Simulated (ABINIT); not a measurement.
Crystal: ZrC.

```
CELL_PARAMETERS angstrom
0.00000 2.36500 2.36500
2.36500 0.00000 2.36500
2.36500 2.36500 0.00000
ATOMIC_POSITIONS crystal
Zr 0.50000 0.50000 0.50000
C 0.00000 0.00000 0.00000
```

- Program: ABINIT 10.8.3 (patched build)
- Task: single point
- Functional: PBEsol
- Potentials or basis: PseudoDojo NC SR PBEsol v0.4.1 standard
- Cutoff: 1116 eV
- k mesh: 10 × 10 × 10
- Occupations: fermi-dirac, width 0.05 eV
- Spin: no spin polarisation

On this cell: pressure -8.3 GPa; largest force zero by symmetry; band gap on the k mesh none (metal or under the smearing width).

The same run follows on a disturbed copy (atoms moved at random, drawn with an rms of 0.05 Å):

```
CELL_PARAMETERS angstrom
0.00000 2.36500 2.36500
2.36500 0.00000 2.36500
2.36500 2.36500 0.00000
ATOMIC_POSITIONS crystal
Zr 0.49014 0.49591 0.50642
C 0.98906 0.99528 0.02158
```

Question: What does the disturbed cell give?

Answer: The energy (extrapolated to zero smearing) moves by +3.9 meV/atom; pressure -8.1 GPa; largest force 0.313 eV/Å; band gap on the k mesh none (metal or under the smearing width).

Forces in eV/Å, atoms in the order of the input:
```
Zr   0.223  0.217 -0.027
C   -0.223 -0.217  0.027
```

Stress tensor (GPa, compression positive):
```
-8.03 -0.14  0.02
-0.14 -8.04  0.02
 0.02  0.02 -8.29
```
